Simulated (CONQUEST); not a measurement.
Wanted: the native input for a CONQUEST 1.3 run.

- Task: single point
- Functional: PBE
- Potentials or basis: PseudoDojo NC PBE, SZP, grid cutoff 120 Ha
- k mesh: 8 × 5 × 2
- Occupations: fermi-dirac, width 0.05 eV
- Spin: no spin polarisation
- Solver: diagonalisation
- SCF tolerance: 1e-06

Crystal: MoSe2.

```
Mo Se
1.0
     3.28800    0.00000    0.00000
     0.00000    5.69498    0.00000
     0.00000    0.00000   12.90000
Mo Se
4 8
Direct
  0.00000 0.33333 0.25000
  0.50000 0.83333 0.25000
  0.00000 0.66667 0.75000
  0.50000 0.16667 0.75000
  0.00000 0.33333 0.62500
  0.50000 0.83333 0.62500
  0.00000 0.66667 0.12500
  0.50000 0.16667 0.12500
  0.00000 0.33333 0.87500
  0.50000 0.83333 0.87500
  0.00000 0.66667 0.37500
  0.50000 0.16667 0.37500
```

One way to write it, as run:

Conquest_input

```
IO.Title MoSe2
IO.Coordinates coords.dat
IO.FractionalAtomicCoords T
IO.Iprint 2
IO.Iprint_init 1
General.NumberOfSpecies 2
General.PseudopotentialType hamann
AtomMove.TypeOfRun static
AtomMove.FullStress T
Grid.GridCutoff 120
DM.SolutionMethod diagon
Diag.MPMesh T
Diag.GammaCentred T
Diag.MPMeshX 8
Diag.MPMeshY 5
Diag.MPMeshZ 2
Diag.kT 0.00183747
minE.SCTolerance 1e-6
SC.MaxIters 100
IO.AtomChargeOutput T
SC.KerkerPreCondition T
SC.KerkerFactor 0.3
SC.LinearMixingFactor 0.3
%block ChemicalSpeciesLabel
1 95.940 Mo
2 78.960 Se
%endblock
```

coords.dat

```
    6.2134194978     0.0000000000     0.0000000000
    0.0000000000    10.7619582583     0.0000000000
    0.0000000000     0.0000000000    24.3774670077
12
  0.0000000000   0.3333333330   0.2500000000 1 T T T
  0.5000000000   0.8333333330   0.2500000000 1 T T T
  0.0000000000   0.6666666670   0.7500000000 1 T T T
  0.5000000000   0.1666666670   0.7500000000 1 T T T
  0.0000000000   0.3333333330   0.6250000000 2 T T T
  0.5000000000   0.8333333330   0.6250000000 2 T T T
  0.0000000000   0.6666666670   0.1250000000 2 T T T
  0.5000000000   0.1666666670   0.1250000000 2 T T T
  0.0000000000   0.3333333330   0.8750000000 2 T T T
  0.5000000000   0.8333333330   0.8750000000 2 T T T
  0.0000000000   0.6666666670   0.3750000000 2 T T T
  0.5000000000   0.1666666670   0.3750000000 2 T T T
```

Potentials or basis: PseudoDojo NC PBE, SZP, grid cutoff 120 Ha.

The run is started by

```console
$ Conquest
```

It gave:

```yaml
Pressure: 13.5 GPa
Largest_force: 1.967 eV/Å
Band_gap_on_the_k_mesh: 0.76 eV
Mulliken_charges: Mo +0.29; Se -0.14 e
```

Caveat: the atomic basis is small; Mulliken charges move with the basis; the box holds several primitive cells, so bands are folded and the points are those of the box's own zone; an odd mesh through Γ misses points on the zone boundary, where band edges often lie; the cell's inner coordinates are idealised or old, which leaves forces on the atoms; this functional lacks dispersion, which binds the layers, so the pressure and a relaxed spacing across them are unreliable; the basis of atomic orbitals isn't converged, which shifts pressures, moduli and gaps.

Run time: 2.1 min on 1 thread of AMD EPYC 9R45 96-Core Processor (Zen 5) (shared host), peak memory 1.5 GiB.
